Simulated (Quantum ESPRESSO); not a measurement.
ZrC:

```
Zr C
1.0
     0.00000    2.36500    2.36500
     2.36500    0.00000    2.36500
     2.36500    2.36500    0.00000
Zr C
1 1
Direct
  0.50000 0.50000 0.50000
  0.00000 0.00000 0.00000
```

Base run:

| Item | Value |
| --- | --- |
| Program | Quantum ESPRESSO 7.5 |
| Functional | PBEsol |
| Potentials or basis | GBRV 1.5 PBEsol |
| Cutoff | 612 eV |
| Density cutoff | 4898 eV |
| k mesh | 10 × 10 × 10 |
| Occupations | fermi-dirac, width 0.05 eV |
| Spin | no spin polarisation |
| Hubbard terms | Zr d U = 2 eV |

Its results: band gap on the k mesh none (metal or under the smearing width); pressure -5.7 GPa.

Q: The run is repeated on the same cell with these changes: hubbard terms from Zr d U = 2 eV to none. What comes out?

A: Band gap on the k mesh none (metal or under the smearing width); pressure -8.6 GPa.

Caveats: U without spin polarisation on a metal has little footing (some runs); the U is typed as a test and isn't derived for this compound (some runs).

Not every run made on this cell is shown here.
